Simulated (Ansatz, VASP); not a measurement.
**Two plane-wave programs on I**

```
I
1.0
     0.00000    2.36560    3.90984
     2.19225    0.00000    3.90984
     2.19225    2.36560    0.00000
I
1
Cartesian
  0.0000 0.0000 0.0000
```

Alike in both runs: task single point; functional PBEsol; k mesh 9 × 9 × 9; occupations fermi-dirac, width 0.05 eV; no spin polarisation.

|  | VASP | Ansatz |
| --- | --- | --- |
| version | VASP 6.6.1 | Ansatz 0.2.0 |
| potentials or method | VASP PAW PBE potentials, release 64 (I) | Ansatz PAW |
| plane-wave cutoff (eV) | 520 | 420 |
| valence electrons in the cell | 7 | 17 |

Ansatz gave:

```
gap on the k mesh at the Fermi level (eV)       : none
pressure (GPa)                                  : -1.4
largest component of the traceless stress (GPa) : 1.02
```

Problem. What did VASP give for the same quantities?

Solution. gap on the k mesh at the Fermi level (eV): none; pressure (GPa): -1.4; largest component of the traceless stress (GPa): 1.03.

A gap of «none» marks a metal or a gap that the smearing closes. The two sets of potentials don't hold the same shells in valence.

Caveats: an odd number of electrons without spin polarisation forces a metal; a magnetic or distorted state may lie lower; the PAW data sets were made with another functional, which shifts forces and pressure a little (VASP); the PAW data sets come from PBE, with cores solved anew for the run's functional, which leaves a small shift of forces and pressure (Ansatz). Spin-orbit coupling is left out, which matters for the levels of I.
